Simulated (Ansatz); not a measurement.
# TiB2 (P6/mmm) in Ansatz: notebook

Runs on TiB2. Level: PBEsol. Tasks: single point, equation of state.

All numbers are computed with Ansatz 0.2.0; they aren't measurements. Logs are shortened: lines on timing, memory, paths and dates and some standing lists are left out, and cuts for length are marked.

## (1) The crystal as given

The structure is hexagonal, space group P6/mmm (No. 191). The conventional cell has a = 3.029 Å, b = 3.029 Å, c = 3.228 Å, α = 90.00°, β = 90.00°, γ = 120.00°. Ti (site symmetry 6/mmm) has 12 B at 2.38 Å as nearest neighbours. B (site symmetry -6m2) has 3 B at 1.75 Å as nearest neighbours.

## (2) Single point, PBEsol, 8.04 Å³/atom (volume scaled by 0.94)

input.yaml reads:

```yaml
crystal:
  lattice:
    - [2.9673622405, 0.0, 0.0]
    - [-1.4836811203, 2.5698110825, 0.0]
    - [0.0, 0.0, 3.1624957934]
  atoms:
    - { symbol: Ti, position: [0.0, 0.0, 0.0] }
    - { symbol: B, position: [0.6666666667, 0.3333333333, 0.5] }
    - { symbol: B, position: [0.3333333333, 0.6666666667, 0.5] }
hamiltonian:
  xc: pbesol
  pseudopotentials: { kind: paw }
kpoints:
  mp_grid: { grid: [10, 10, 8] }
scf:
  occupations: { method: fermi_dirac, width: 0.05 }
output:
  forces: true
  stress: true
  eigenvalues: true
  write_density: true
  write_potential: true
  elf: true
  volumetric_format: npy
```

Potentials or basis: Ansatz PAW.

Launch:

```
> ansatz run input.yaml --threads 2 --pin off --max-ram 5632MiB --backend cpu --events-out ev --progress --plain --runs-dir out
```

The program printed:

```text
Warning: RAYON_NUM_THREADS=2 ignored (pool sized by the plan → 2); use --threads N
Engine: ansatz 0.2.0, x86_64-unknown-linux-gnu
Pseudopotentials: kind: paw
Pseudopotential: Ti, paw, valence charge 12, recommended cutoff 420 eV (normal), Ti.paw.azcp
Pseudopotential: B, paw, valence charge 3, recommended cutoff 420 eV (normal), B.paw.azcp
Functional definition: PBEsol
  exchange = pbesol_x
  correlation = pbesol_c
Crystal: 3 atoms, lattice volume = 24.116 Å³
Basis set: ecut = 420 eV, 455 PW (Γ), exchange–correlation on 40×40×48 points (8 copies of the dense FFT grid, shifted against one another)
Bands: 13, of which v1, the nominal top of the filled ones, is band 9 counted from 1 (8 counted from 0)
Symmetry: 24 space group operations
Space group: P6/mmm (ITA 191), of the structure as read, at distance tolerance 2.9e-5 Å
k-points: 70 of 800
Non-local potential: Ti, projectors of the file, l = 0: 3, l = 1: 2, l = 2: 3, l = 3: 1
Non-local potential: B, projectors of the file, l = 0: 2, l = 1: 2, l = 2: 1
PAW form: soft (Blöchl's): semilocal exchange-correlation on the pseudo side does not see the compensation charge
PAW frozen core: Ti, regenerated for the run's functional, and the local potential with it (the file was generated under x = pbe(κ = 0.804, μ = 0.2195149727645171), c = pbe(β = 0.06672455060314922))
PAW frozen core: B, regenerated for the run's functional, and the local potential with it (the file was generated under x = pbe(κ = 0.804, μ = 0.2195149727645171), c = pbe(β = 0.06672455060314922))
PAW one-centre angular grid: Ti, 590 points (default); XC on 64 Gauss nodes
PAW one-centre angular grid: B, 110 points (default); XC on 64 Gauss nodes
Initial density: superposition of atomic densities (neutral atoms: chi_scale 0, normalization atom), corrected by the library's trained network
Initial wavefunctions: pseudopotential atomic-orbital guess
Functional: x = pbesol(κ = 0.804, μ = 0.12345679012345678), c = pbesol(β = 0.046)
SCF iter   1: F=—  HF=-2782.581175 eV  |F-HF|=—  |Δ(HF+E_count)|=         —  Δρ=6.91e-3  dr2=8.68e-3  ethr=1.77e-3  ⟨swp⟩=4.6  Hψ=4381  notcnv=0
preconditioner: auto → none  [metal: Δε(μ)=0.014 eV  Ē_g=8.517 eV  σ=0.050 eV  W_gap=0.07  n_scr=8 (ndim 8)  ℏωp=23.9 eV  f_vac=0.000  D(μ)=0.81/eV (n_scr^D=8)  sad-step TF]
SCF iter   2: F=—  HF=-2782.578158 eV  |F-HF|=—  |Δ(HF+E_count)|=   3.02e-3  Δρ=3.39e-3  dr2=2.64e-3  ethr=4.82e-5  ⟨swp⟩=2.8  Hψ=2135  notcnv=0
SCF iter   3: F=—  HF=-2782.577112 eV  |F-HF|=—  |Δ(HF+E_count)|=   1.05e-3  Δρ=3.23e-4  dr2=2.52e-5  ethr=1.47e-5  ⟨swp⟩=2.0  Hψ=1540  notcnv=0
SCF iter   4: F=—  HF=-2782.577117 eV  |F-HF|=—  |Δ(HF+E_count)|=   5.49e-6  Δρ=5.20e-5  dr2=5.62e-7  ethr=1.40e-7  ⟨swp⟩=2.8  Hψ=1433  notcnv=0
iter 5 did not close the SCF: its close was put off for the readings that it lacked (scf_convergence_deferred on its scf_iter line)
SCF iter   5: F=-2782.577117 eV  HF=-2782.577117 eV  |F-HF|=5.67e-9  |Δ(HF+E_count)|=   3.18e-8  Δρ=7.07e-6  dr2=1.04e-8  ethr=3.12e-9  ⟨swp⟩=2.6  Hψ=1324  notcnv=0
SCF iter   6: F=-2782.577117 eV  HF=-2782.577117 eV  |F-HF|=1.38e-10  |Δ(HF+E_count)|=   2.38e-9  Δρ=1.12e-6  dr2=1.84e-10  ethr=5.76e-11  ⟨swp⟩=4.6  Hψ=4443  notcnv=0
SCF 1 converged in 6 iterations: F = -2782.577117 eV  dr2 = 1.84e-10
SCF converged after 6 iterations
Free energy (F): -2782.577117 eV
Harris-Foulkes:  -2782.577117 eV  (|F-HF|=1.38e-10)
Internal energy: -2782.570979 eV  (E = F + TS)
E sigma→0 (E₀):  -2782.574048 eV
Entropy (-TS):   -0.006138 eV (-2.046 meV/atom)
Fermi energy:    16.027065 eV
--- Per-component energies (eV) ---
  E_band       = -75.877316
  E_kinetic    = 380.971690
  E_local      = -752.194147  (includes V_loc(G=0)·N_el)
  E_nonlocal   = 30.522908
  E_hartree    = 322.748385
  E_xc         = -165.816539
  E_vxc        = -204.487644  (∫ρ·V_xc dr)
  E_paw        = -1173.693789  (= ΣΔE_a)
  E_vpaw       = -176.187223  (= ΣTr[D̂ρ^β])
  E_aug_tail   = 0.000105  (compensation charges beyond the density's cutoff)
  E_ewald      = -1425.278398
  E_core_change = 0.168806  (= ΣΔE_core)
  E_smearing   = -0.006138  (= −TS)
  E_closure    = -0.000000  (closes the sum)
  Σ components = -2782.577117   (vs F -2782.577117, Δ=0.00e0)
--- Forces (eV/Å), atoms counted from 1 ---
  atom   1  Ti    -0.00000000    -0.00000000     0.00000000
  atom   2  B     -0.00000000     0.00000000     0.00000000
  atom   3  B      0.00000000     0.00000000     0.00000000
  max |Σ_I F_I| component: 7.40e-17 eV/Å
--- Stress (GPa, compression-positive) ---
       14.194451      -0.000000       0.000000
       -0.000000      14.194451       0.000000
        0.000000       0.000000       8.237775
  P = ⅓ Tr σ = 12.2089 GPa (122.089 kbar)
--- Band table (eV; the first three rows and the last of 70) ---
  k-point 0: bands = ["-40.4161", "-16.8963", "-16.5386", "-16.5386", "2.2896", "13.3661", "13.3661", "13.7762", "13.7943", "18.1897", "18.1897", "20.0817", "20.0817"]
  k-point 1: bands = ["-40.4132", "-16.9356", "-16.5355", "-16.5355", "2.5157", "12.1278", "13.5404", "13.5404", "15.2515", "17.6563", "17.6563", "19.6917", "19.6917"]
  k-point 2: bands = ["-40.4059", "-17.0295", "-16.5280", "-16.5280", "3.1382", "10.4160", "14.0524", "14.0524", "16.5149", "16.7733", "16.7733", "18.6961", "18.6961"]
  k-point 69: bands = ["-40.3155", "-17.0208", "-16.9020", "-16.8063", "6.8156", "7.8352", "10.2986", "12.6564", "12.9204", "18.8592", "20.4297", "20.6600", "20.9738"]
```

rho_z.tsv:

```text
# z_ang	rho[e/angstrom^3]
# format = ansatz-planar-average/11
# lattice	2.967362240	0.000000000	0.000000000
# lattice	-1.483681120	2.569811082	0.000000000
# lattice	0.000000000	0.000000000	3.162495793
# sites	3
# site	22	0.000000000	0.000000000	0.000000000
# site	5	1.483681120	0.856603694	1.581247897
# site	5	-0.000000000	1.713207388	1.581247897
0.000000	1.493103e0
0.131771	1.426732e0
0.263541	1.237356e0
0.395312	9.684891e-1
0.527083	7.027910e-1
0.658853	5.194459e-1
[... 16 lines left out ...]
2.898954	1.237356e0
3.030725	1.426732e0
```

It took 3.9 s on 2 threads of AMD EPYC (Zen 3), shared host; peak memory 0.33 GiB.

Results:

```yaml
Free_energy: -2782.5771 eV
Pressure: 12.2 GPa
Band_gap_on_the_k_mesh: none (metal or under the smearing width)
```

Caveat: the PAW data sets come from PBE, with cores solved anew for the run's functional, which leaves a small shift of forces and pressure.

## (3) Single point, PBEsol, 8.21 Å³/atom (volume scaled by 0.96)

Changes to input.yaml since step 2:

```diff
@@ -2,5 +2,5 @@
   lattice:
-    - [2.9673622405, 0.0, 0.0]
-    - [-1.4836811203, 2.5698110825, 0.0]
-    - [0.0, 0.0, 3.1624957934]
+    - [2.9882598462, 0.0, 0.0]
+    - [-1.4941299231, 2.5879089399, 0.0]
+    - [0.0, 0.0, 3.1847676243]
   atoms:
```

Potentials or basis: Ansatz PAW.

Launch:

```
> ansatz run input.yaml --threads 2 --pin off --max-ram 5632MiB --backend cpu --events-out ev --progress --plain --runs-dir out
```

Wall time 3.4 s (2 threads of AMD EPYC (Zen 3), shared host); peak memory 0.33 GiB.

The run converged. Its results:

| Item | Value |
| --- | --- |
| Free energy | -2782.6059 eV |
| Pressure | 5.9 GPa |
| Band gap on the k mesh | none (metal or under the smearing width) |

Caveat: the PAW data sets come from PBE, with cores solved anew for the run's functional, which leaves a small shift of forces and pressure.

## (4) Single point, PBEsol, 8.38 Å³/atom (volume scaled by 0.98)

Changes to input.yaml since step 3:

```diff
@@ -2,5 +2,5 @@
   lattice:
-    - [2.9882598462, 0.0, 0.0]
-    - [-1.4941299231, 2.5879089399, 0.0]
-    - [0.0, 0.0, 3.1847676243]
+    - [3.0088691861, 0.0, 0.0]
+    - [-1.504434593, 2.6057571518, 0.0]
+    - [0.0, 0.0, 3.206732233]
   atoms:
@@ -20,5 +20 @@
   eigenvalues: true
-  write_density: true
-  write_potential: true
-  elf: true
-  volumetric_format: npy
```

Launch:

```
> ansatz run input.yaml --threads 2 --pin off --max-ram 5632MiB --backend cpu --events-out ev --progress --plain --runs-dir out
```

Wall time 2.8 s (2 threads of AMD EPYC (Zen 3), shared host); peak memory 0.33 GiB.

Results (log left out):

| Quantity | Value |
| --- | --- |
| Free energy | -2782.6154 eV |
| Pressure | 0.1 GPa |
| Band gap on the k mesh | none (metal or under the smearing width) |

Caveat: the PAW data sets come from PBE, with cores solved anew for the run's functional, which leaves a small shift of forces and pressure.

## (5) Single point, PBEsol, 8.55 Å³/atom

Changes to input.yaml since step 4:

```diff
@@ -2,5 +2,5 @@
   lattice:
-    - [3.0088691861, 0.0, 0.0]
-    - [-1.504434593, 2.6057571518, 0.0]
-    - [0.0, 0.0, 3.206732233]
+    - [3.0292, 0.0, 0.0]
+    - [-1.5146, 2.6233641531, 0.0]
+    - [0.0, 0.0, 3.2284]
   atoms:
```

Launch:

```
> ansatz run input.yaml --threads 2 --pin off --max-ram 5632MiB --backend cpu --events-out ev --progress --plain --runs-dir out
```

It took 2.7 s on 2 threads of AMD EPYC (Zen 3), shared host; peak memory 0.33 GiB.

The run converged. Its results:

* Free energy: -2782.6074 eV
* Pressure: -5.1 GPa
* Band gap on the k mesh: none (metal or under the smearing width)

Caveat: the PAW data sets come from PBE, with cores solved anew for the run's functional, which leaves a small shift of forces and pressure.

## (6) Single point, PBEsol, 8.72 Å³/atom (volume scaled by 1.02)

Changes to input.yaml since step 5:

```diff
@@ -2,5 +2,5 @@
   lattice:
-    - [3.0292, 0.0, 0.0]
-    - [-1.5146, 2.6233641531, 0.0]
-    - [0.0, 0.0, 3.2284]
+    - [3.0492615118, 0.0, 0.0]
+    - [-1.5246307559, 2.640737932, 0.0]
+    - [0.0, 0.0, 3.2497807555]
   atoms:
@@ -20 +20,5 @@
   eigenvalues: true
+  write_density: true
+  write_potential: true
+  elf: true
+  volumetric_format: npy
```

Potentials or basis: Ansatz PAW.

Launch:

```
> ansatz run input.yaml --threads 2 --pin off --max-ram 5632MiB --backend cpu --events-out ev --progress --plain --runs-dir out
```

Wall time 3.4 s (2 threads of AMD EPYC (Zen 3), shared host); peak memory 0.34 GiB.

It converged, with:

```yaml
Free_energy: -2782.5835 eV
Pressure: -9.8 GPa
Band_gap_on_the_k_mesh: none (metal or under the smearing width)
```

Caveat: the PAW data sets come from PBE, with cores solved anew for the run's functional, which leaves a small shift of forces and pressure.

## (7) Single point, PBEsol, 8.89 Å³/atom (volume scaled by 1.04)

Changes to input.yaml since step 6:

```diff
@@ -2,5 +2,5 @@
   lattice:
-    - [3.0492615118, 0.0, 0.0]
-    - [-1.5246307559, 2.640737932, 0.0]
-    - [0.0, 0.0, 3.2497807555]
+    - [3.0690624661, 0.0, 0.0]
+    - [-1.534531233, 2.6578860614, 0.0]
+    - [0.0, 0.0, 3.2708838193]
   atoms:
@@ -20,5 +20 @@
   eigenvalues: true
-  write_density: true
-  write_potential: true
-  elf: true
-  volumetric_format: npy
```

Launch:

```
> ansatz run input.yaml --threads 2 --pin off --max-ram 5632MiB --backend cpu --events-out ev --progress --plain --runs-dir out
```

Wall time 2.3 s (2 threads of AMD EPYC (Zen 3), shared host); peak memory 0.34 GiB.

It converged, with:

```
Free energy            : -2782.5453 eV
Pressure               : -14.0 GPa
Band gap on the k mesh : none (metal or under the smearing width)
```

Caveat: the PAW data sets come from PBE, with cores solved anew for the run's functional, which leaves a small shift of forces and pressure.

## (8) Single point, PBEsol, 9.06 Å³/atom (volume scaled by 1.06)

Changes to input.yaml since step 7:

```diff
@@ -2,5 +2,5 @@
   lattice:
-    - [3.0690624661, 0.0, 0.0]
-    - [-1.534531233, 2.6578860614, 0.0]
-    - [0.0, 0.0, 3.2708838193]
+    - [3.0886111617, 0.0, 0.0]
+    - [-1.5443055808, 2.6748157284, 0.0]
+    - [0.0, 0.0, 3.2917180359]
   atoms:
```

Launch:

```
> ansatz run input.yaml --threads 2 --pin off --max-ram 5632MiB --backend cpu --events-out ev --progress --plain --runs-dir out
```

It took 3 s on 2 threads of AMD EPYC (Zen 3), shared host; peak memory 0.34 GiB.

The run converged. Its results:

```
Free energy            : -2782.4940 eV
Pressure               : -17.9 GPa
Band gap on the k mesh : none (metal or under the smearing width)
```

Caveat: the PAW data sets come from PBE, with cores solved anew for the run's functional, which leaves a small shift of forces and pressure.

## (9) Equation of state, PBEsol

Potentials or basis: Ansatz PAW.

No new run: the results of the series are fitted here.

What came out:

```yaml
Equilibrium_volume: 8.39 Å³/atom
Bulk_modulus_at_fixed_shape_and_positions: 267 GPa
Pressure_derivative_of_the_bulk_modulus: 3.9
```

Energy against volume, from the lowest point:
```
volume (Å³/atom)  energy (meV/atom)
           8.039              12.76
           8.210               3.16
           8.381               0.00
           8.552               2.67
           8.723              10.63
           8.894              23.37
           9.065              40.45
```

Caveat: the cell was scaled at fixed shape and fractional positions, which overstates the stiffness of a crystal with free parameters, most of all of layers and chains.
